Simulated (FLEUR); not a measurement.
# ZrS2 (P-3m1) in FLEUR: band structure with LDA

Aim: the band structure of ZrS2 with LDA.

All numbers are computed with FLEUR MaX-R8.1 (later development tree); they aren't measurements. Logs are shortened: lines on timing, memory, paths and dates and some standing lists are left out, and cuts for length are marked.

**Experimental background.**

From “Stress-Tuned Optical Transitions in Layered 1T-MX2 (M= Hf, Zr, Sn; X= S, Se) Crystals”, 2022, arxiv:2210.12074, for a bulk crystal of ZrS2: band gap 1.68 eV (indirect).

The results are compared with them further down.

## (1) The structure

The structure is trigonal, space group P-3m1 (No. 164). The conventional cell has a = 3.691 Å, b = 3.691 Å, c = 6.041 Å, α = 90.00°, β = 90.00°, γ = 120.00°. Zr (site symmetry -3m) is surrounded by 6 S at 2.57 Å. S (site symmetry 3m) has 3 Zr at 2.57 Å as nearest neighbours.

The cell is a database's computed one.

## (2) Band structure, LDA

The input, inp.xml:

```xml
<?xml version="1.0" encoding="UTF-8" standalone="no"?>
<fleurInput fleurInputVersion="0.39">
   <comment>
      ZrS2                                                                                                
   </comment>
   <calculationSetup>
      <cutoffs Kmax="5.08" Gmax="15.7" GmaxXC="15.7" numbands="0"/>
      <scfLoop itmax="60" minDistance="0.00001" maxIterBroyd="15" imix="Anderson" alpha="0.05" precondParam="0.0" spinf="2.0" sdNocoIR="T"/>
      <coreElectrons ctail="T" frcor="F" kcrel="0" coretail_lmax="0"/>
      <xcFunctional name="vwn" relativisticCorrections="F"/>
      <magnetism jspins="1"/>
      <soc l_soc="F" theta="0.0" phi="0.0" spav="F"/>
      <expertModes spex="0" secvar="F"/>
      <geometryOptimization l_f="F" forcealpha="1.0" forcemix="BFGS" epsdisp="0.00001" epsforce="0.00001"/>
      <ldaU l_linMix="F" mixParam="0.05" spinf="1.0"/>
   </calculationSetup>
   <cell>
      <bzIntegration valenceElectrons="24.0" mode="hist" fermiSmearingEnergy="0.00183747">
         <kPointListSelection listName="default-1"/>
         <!-- k-points included here -->
         <xi:include xmlns:xi="http://www.w3.org/2001/XInclude" href="kpts.xml"> </xi:include>
      </bzIntegration>
      <!-- symmetry operations included here -->
      <xi:include xmlns:xi="http://www.w3.org/2001/XInclude" href="sym.xml"> </xi:include>
      <bulkLattice scale="1.0">
         <bravaisMatrix>
[... 31 lines left out ...]
         </electronConfig>
         <energyParameters s="3" p="3" d="3" f="4"/>
         <lo type="SCLO" l="0" n="3" eDeriv="2"/>
         <lo type="SCLO" l="1" n="3" eDeriv="2"/>
         <lo type="SCLO" l="2" n="3" eDeriv="2"/>
         <lo type="SCLO" l="3" n="4" eDeriv="2"/>
      </species>
   </atomSpecies>
   <atomGroups>
      <atomGroup species="Zirconium (Zr)">
         <relPos label="                   1">.0000000000 .0000000000 .0000000000</relPos>
         <force calculate="T" relaxXYZ="TTT"/>
      </atomGroup>
      <atomGroup species="Sulfur (S)">
         <relPos label="                   2">1.000/3.000 -1.000/3.000 .2379099700</relPos>
         <relPos label="                   3">-1.000/3.000 1.000/3.000 -.2379099700</relPos>
         <force calculate="T" relaxXYZ="TTT"/>
      </atomGroup>
   </atomGroups>
   <output dos="F" band="F" slice="F">
      <checks vchk="F" cdinf="F"/>
      <bandDOS minEnergy="-.5*Htr" maxEnergy="0.5*Htr" sigma="0.015" storeEVData="T"/>
      <vacuumDOS vacdos="F" integ="F" star="F" nstars="0" locx1="0.0" locy1="0.0" locx2="0.0" locy2="0.0" nstm="0" tworkf="0.0"/>
      <unfoldingBand unfoldBand="F" supercellX="1" supercellY="1" supercellZ="1"/>
      <plotting iplot="0" polar="F">
         <plot TwoD="T" vec1="  1.0  0.0  0.0" vec2="  0.0  1.0  0.0" vec3="  0.0  0.0  1.0" zero="  0.0  0.0  0.0" file="plot"/>
      </plotting>
      <chargeDensitySlicing numkpt="0" minEigenval="0.0" maxEigenval="0.0" nnne="0" pallst="F"/>
      <specialOutput eonly="F"/>
      <moessbauerParams electricFieldGradient="T" isomerShift="T" coreHyperfine="T" valenceHyperfine="T"/>
      <magneticCircularDichroism mcd="F" energyLo="-10.0" energyUp="0.0"/>
   </output>
  <!-- We include the file relax.xml here to enable relaxations (see documentation) -->
  <xi:include xmlns:xi="http://www.w3.org/2001/XInclude" href="relax.xml"> <xi:fallback/> </xi:include>
</fleurInput>
```

The input, crystal.txt:

```
ZrS2
&input cartesian=F /
3.6913825498  0.0000000000  0.0000000000
-1.8456912749  3.1968310632  0.0000000000
0.0000000000  0.0000000000  6.0410770100
1.8897261246
1.0 1.0 1.0

3
40 0.0000000000  0.0000000000  0.0000000000
16 0.3333333333  0.6666666667  0.2379099700
16 0.6666666667  0.3333333333  0.7620900300

&kpt div1=8 div2=8 div3=5 gamma=T /
```

The input, inp.xml (bands):

```
<?xml version="1.0" encoding="UTF-8" standalone="no"?>
<fleurInput fleurInputVersion="0.39">
   <comment>
      ZrS2                                                                                                
   </comment>
   <calculationSetup>
      <cutoffs Kmax="5.08" Gmax="15.7" GmaxXC="15.7" numbands="0"/>
      <scfLoop itmax="60" minDistance="0.00001" maxIterBroyd="15" imix="Anderson" alpha="0.05" precondParam="0.0" spinf="2.0" sdNocoIR="T"/>
      <coreElectrons ctail="T" frcor="F" kcrel="0" coretail_lmax="0"/>
      <xcFunctional name="vwn" relativisticCorrections="F"/>
      <magnetism jspins="1"/>
      <soc l_soc="F" theta="0.0" phi="0.0" spav="F"/>
      <expertModes spex="0" secvar="F"/>
      <geometryOptimization l_f="F" forcealpha="1.0" forcemix="BFGS" epsdisp="0.00001" epsforce="0.00001"/>
      <ldaU l_linMix="F" mixParam="0.05" spinf="1.0"/>
   </calculationSetup>
   <cell>
      <bzIntegration valenceElectrons="24.0" mode="hist" fermiSmearingEnergy="0.00183747">
         <kPointListSelection listName="path-1"/>
         <!-- k-points included here -->
         <xi:include xmlns:xi="http://www.w3.org/2001/XInclude" href="kpts.xml"> </xi:include>
      </bzIntegration>
      <!-- symmetry operations included here -->
      <xi:include xmlns:xi="http://www.w3.org/2001/XInclude" href="sym.xml"> </xi:include>
      <bulkLattice scale="1.0">
[... 32 lines left out ...]
         </electronConfig>
         <energyParameters s="3" p="3" d="3" f="4"/>
         <lo type="SCLO" l="0" n="3" eDeriv="2"/>
         <lo type="SCLO" l="1" n="3" eDeriv="2"/>
         <lo type="SCLO" l="2" n="3" eDeriv="2"/>
         <lo type="SCLO" l="3" n="4" eDeriv="2"/>
      </species>
   </atomSpecies>
   <atomGroups>
      <atomGroup species="Zirconium (Zr)">
         <relPos label="                   1">.0000000000 .0000000000 .0000000000</relPos>
         <force calculate="T" relaxXYZ="TTT"/>
      </atomGroup>
      <atomGroup species="Sulfur (S)">
         <relPos label="                   2">1.000/3.000 -1.000/3.000 .2379099700</relPos>
         <relPos label="                   3">-1.000/3.000 1.000/3.000 -.2379099700</relPos>
         <force calculate="T" relaxXYZ="TTT"/>
      </atomGroup>
   </atomGroups>
   <output dos="F" band="T" slice="F">
      <checks vchk="F" cdinf="F"/>
      <bandDOS minEnergy="-.5*Htr" maxEnergy="0.5*Htr" sigma="0.015" storeEVData="T"/>
      <vacuumDOS vacdos="F" integ="F" star="F" nstars="0" locx1="0.0" locy1="0.0" locx2="0.0" locy2="0.0" nstm="0" tworkf="0.0"/>
      <unfoldingBand unfoldBand="F" supercellX="1" supercellY="1" supercellZ="1"/>
      <plotting iplot="0" polar="F">
         <plot TwoD="T" vec1="  1.0  0.0  0.0" vec2="  0.0  1.0  0.0" vec3="  0.0  0.0  1.0" zero="  0.0  0.0  0.0" file="plot"/>
      </plotting>
      <chargeDensitySlicing numkpt="0" minEigenval="0.0" maxEigenval="0.0" nnne="0" pallst="F"/>
      <specialOutput eonly="F"/>
      <moessbauerParams electricFieldGradient="T" isomerShift="T" coreHyperfine="T" valenceHyperfine="T"/>
      <magneticCircularDichroism mcd="F" energyLo="-10.0" energyUp="0.0"/>
   </output>
  <!-- We include the file relax.xml here to enable relaxations (see documentation) -->
  <xi:include xmlns:xi="http://www.w3.org/2001/XInclude" href="relax.xml"> <xi:fallback/> </xi:include>
</fleurInput>
```

Potentials or basis: all-electron, FLAPW.

Launch:

```console
$ inpgen -f crystal.txt -profile fastHighL
$ # inp.xml edited to the form shown
$ mpirun -n 4 fleur_MPI -pe_per_kpt 1
$ mpirun -n 4 fleur_MPI -pe_per_kpt 1   # second run, on inp.xml (bands)
```

Log:

```text
Welcome to FLEUR        (www.flapw.de)
      MaX-Release 8.1          (www.max-centre.eu)

 ========== k-point set info ==========
 Selected k-point list: default-1
 k-point list type: mesh
 8 x 8 x 5
 Number of k points: 40

 ------------Calculation Setup---------------------------
 Number of MPI-tasks      :            4
 Number of PE/node        :            4
 Number of OMP-threads    :            1
 Using exactly            1  PE per kpt
 Using exactly            1  PE per kpt
 k-points in parallel     :            4
 pe's per k-point         :            1
 No of k-point loops      :           10
 Using exactly            1  PE per kpt
 Using exactly            1  PE per kpt
 Eigenvalue solver        :       lapack
 Number of basis functions:         1204
 Approximate size of matrices (H+S) per k-point:         0.022 GB
 --------------------------------------------------------
 Iteration:     1   Distance:       8.99784875 me/bohr^3
 Iteration:     2   Distance:       8.03367596 me/bohr^3
 Iteration:     3   Distance:       3.76666502 me/bohr^3
 Iteration:     4   Distance:       3.92524451 me/bohr^3
 Iteration:     5   Distance:       1.93339588 me/bohr^3
 Iteration:     6   Distance:       0.55374131 me/bohr^3
 Iteration:     7   Distance:       0.50791470 me/bohr^3
 Iteration:     8   Distance:       0.04550111 me/bohr^3
 Iteration:     9   Distance:       0.04172636 me/bohr^3
 Iteration:    10   Distance:       0.00656093 me/bohr^3
 Iteration:    11   Distance:       0.00182552 me/bohr^3
 Iteration:    12   Distance:       0.00051134 me/bohr^3
 Iteration:    13   Distance:       0.00011554 me/bohr^3
 Iteration:    14   Distance:       0.00007996 me/bohr^3
 Iteration:    15   Distance:       0.00002207 me/bohr^3
 Iteration:    16   Distance:       0.00001964 me/bohr^3
 Iteration:    17   Distance:       0.00001125 me/bohr^3
 Iteration:    18   Distance:       0.00000386 me/bohr^3

 ********************************************************************
 Run finished successfully
 Stop message:
   all done
 ********************************************************************
```

Run time: 1.9 min. Hardware: 4 MPI ranks of Intel Xeon Platinum 8259CL at 2.50GHz (Skylake/Cascade Lake), shared host.

Results:

| Item | Value |
| --- | --- |
| Free energy | -119499.3133 eV |
| Band gap on the k mesh | 0.94 eV, indirect (least direct gap 1.53 eV) |
| Band gap along the path | 0.91 eV, indirect (least direct gap 1.53 eV) |
| Valence electrons inside the program's atomic spheres | Zr 9.82; S 3.68 (radii Zr 2.57, S 1.93 bohr) |

Levels at the corners of the path, in eV from the valence-band top:
```
point  band 9  band 10  band 11  band 12  band 13  band 14  band 15  band 16
    Γ   -2.79    -0.08    -0.08    -0.05     1.48     1.48     2.30     4.96
    M   -2.46    -2.39    -1.69    -1.18     1.09     3.14     3.40     5.66
    K   -3.31    -2.00    -2.00    -1.43     2.07     3.09     3.09     4.91
    Γ   -2.79    -0.08    -0.08    -0.05     1.48     1.48     2.30     4.96
    A   -2.76    -1.66    -0.18    -0.18     1.45     1.45     2.63     5.26
    L   -2.58    -2.23    -0.98    -0.79     0.91     3.13     3.40     5.25
    H   -3.09    -1.89    -1.75    -1.75     2.18     2.82     2.82     5.46
    A   -2.76    -1.66    -0.18    -0.18     1.45     1.45     2.63     5.26
    L   -2.58    -2.23    -0.98    -0.79     0.91     3.13     3.40     5.25
    M   -2.46    -2.39    -1.69    -1.18     1.09     3.14     3.40     5.66
    K   -3.31    -2.00    -2.00    -1.43     2.07     3.09     3.09     4.91
    H   -3.09    -1.89    -1.75    -1.75     2.18     2.82     2.82     5.46
```

Core levels (eV from the Fermi level):
| atom | levels |
| --- | --- |
| 1 Zr | 1s1/2 -17785.6, 2s1/2 -2459.7, 2p1/2 -2252.8, 2p3/2 -2167.1, 3s1/2 -397.8, 3p1/2 -320.8, 3p3/2 -307.1, 3d3/2 -170.7, 3d5/2 -168.2 |
| 2 S | 1s1/2 -2389.4, 2s1/2 -203.4, 2p1/2 -149.9, 2p3/2 -148.7 |
| 3 S | 1s1/2 -2389.4, 2s1/2 -203.4, 2p1/2 -149.9, 2p3/2 -148.7 |

## (3) Comparison with measurements

Step 2. A measured gap of ZrS2 is 1.68 eV (indirect; quoted in “Stress-Tuned Optical Transitions in Layered 1T-MX2 (M= Hf, Zr, Sn; X= S, Se) Crystals”, 2022, arxiv:2210.12074); the calculated 0.91 eV misses it by -0.77 eV. Spin-orbit coupling on Zr is left out. The value is that of LDA, without temperature or zero-point motion. Semilocal functionals fall short of measured gaps as a rule. The cell is a database's relaxed one, not the measured one, which moves gaps too.
